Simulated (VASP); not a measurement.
## MoS2: single point with PBE+U

The system is MoS2.

```
Mo S
1.0
     0.00000    2.99595    2.99595
     2.99595    0.00000    2.99595
     2.99595    2.99595    0.00000
Mo S
1 2
Direct
  0.00000 0.00000 0.00000
  0.25000 0.25000 0.25000
  0.75000 0.75000 0.75000
```

Measurements of this composition are mostly on another form, of space group No. 194.

```yaml
Program: VASP 6.6.1
Task: single point
Functional: PBE
Potentials_or_basis: VASP PAW PBE potentials, release 64 (Mo_sv, S)
Cutoff: 520 eV
k_mesh: 6 × 6 × 6
Occupations: gaussian, width 0.05 eV
Spin: non-collinear spin, random start
Starting_moments: "[[-0.298, 0.398, 0.151], [-0.0, 0.0, 0.0], [-0.0, 0.0, -0.0]] μB"
Hubbard_terms: Mo d U = 2 eV
```

The pressure is 0.6 GPa and the band gap on the k mesh is none (metal or under the smearing width). The net moment is 1.94 μB per cell. The valence electrons inside the program's atomic spheres are Mo 12.08; S 3.71.

Levels at points of the mesh, in eV from the Fermi level:
| k point | band 24 | band 25 | band 26 | band 27 | band 28 | band 29 |
| --- | --- | --- | --- | --- | --- | --- |
| (0.00, 0.00, 0.00) | -1.17 | -1.17 | -1.17 | -0.20 | -0.20 | 2.73 |
| (0.50, 0.00, 0.00) | -3.47 | -2.55 | -2.55 | 0.09 | 0.09 | 0.13 |
| (0.00, 0.50, 0.00) | -3.47 | -2.55 | -2.55 | 0.09 | 0.09 | 0.13 |
| (0.00, 0.00, 0.50) | -3.47 | -2.55 | -2.55 | 0.09 | 0.09 | 0.13 |
| (0.50, 0.50, 0.50) | -3.47 | -2.55 | -2.55 | 0.09 | 0.09 | 0.13 |
| (0.50, 0.50, 0.00) | -2.44 | -0.25 | 0.12 | 0.17 | 0.23 | 0.98 |
| (0.00, 0.50, 0.50) | -2.44 | -0.25 | 0.12 | 0.17 | 0.23 | 0.98 |
| (0.50, 0.00, 0.50) | -2.44 | -0.25 | 0.12 | 0.17 | 0.23 | 0.98 |

Moments on the atoms (μB; x, y, z):
```
Mo  -1.08  1.44  0.55
S    0.05 -0.07 -0.03
S    0.05 -0.07 -0.03
```

It took 10 min on 1 thread of Intel(R) Xeon(R) 6975P-C (Granite Rapids), on a shared host, peak memory 0.51 GiB.

The state reached can hang on the start; a lower one may exist.
